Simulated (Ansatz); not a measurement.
**Mo (fcc)**

Computed with Ansatz (plane waves, PAW, 420 eV cutoff): PBE with spin–orbit coupling, two-component spinors, 18×18×18 k-mesh, Gaussian smearing of 0.05 eV. The datasets are Ansatz's generated set soft_2.

```
Mo
1.0
     0.00000    2.00149    2.00149
     2.00149    0.00000    2.00149
     2.00149    2.00149    0.00000
Mo
1
Direct
  0.00000 0.00000 0.00000
```

At room temperature and ambient pressure Mo is bcc.

Path: Γ–X–U | K–Γ–L–W–X, with Γ = (0.000, 0.000, 0.000), X = (0.500, 0.000, 0.500), U = (0.625, 0.250, 0.625), K = (0.375, 0.375, 0.750), L = (0.500, 0.500, 0.500), W = (0.500, 0.250, 0.750) in reciprocal vectors of the calculation's cell.

Task: Is it a metal or an insulator, and if it has a gap, where are the band edges on this path?

Result: A metal: bands cross the Fermi level.

Levels between -5 and 3 eV from the Fermi level at the path's named points:
| point | below E_F (eV) | above E_F (eV) |
| --- | --- | --- |
| Γ | -0.75 -0.75 -0.75 -0.75 -0.61 -0.61 | 1.98 1.98 1.98 1.98 |
| X | -4.93 -4.93 -4.25 -4.25 |  |
| U and K | -3.94 -3.94 -2.97 -2.97 | 0.12 0.12 2.14 2.14 |
| L | -4.58 -4.58 -0.96 -0.96 -0.81 -0.81 | 1.54 1.54 |
| W | -3.43 -3.43 -1.81 -1.81 -1.77 -1.77 | 1.31 1.31 |
